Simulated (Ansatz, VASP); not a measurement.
Fe: VASP beside Ansatz

```
Fe
1.0
     0.00000    1.82778    1.82778
     1.82778    0.00000    1.82778
     1.82778    1.82778    0.00000
Fe
1
Direct
  0.00000 0.00000 0.00000
```

Alike in both runs: task single point; functional PBE; k mesh 17 × 17 × 17; occupations fermi-dirac, width 0.03 eV; collinear spin.

```csv
,VASP,Ansatz
version,VASP 6.6.1,Ansatz 0.2.0
potentials or method,"VASP PAW PBE potentials, release 64 (Fe), cutoff 520 eV","all-electron LAPW, non-relativistic"
```

VASP gave:

- pressure (GPa): -2.1
- net moment per atom (μB): 2.62
- size of the moment on the site where the two differ most (μB): 2.62

**Question.** Which values does Ansatz return?

**Answer.** Pressure (GPa): 0.6; net moment per atom (μB): 2.60; size of the moment on the site where the two differ most (μB): 2.65.

Site moments also hang on the region over which each program counts them. Ansatz ran all-electron here, so the differences hold the error of VASP's frozen core and of both bases.
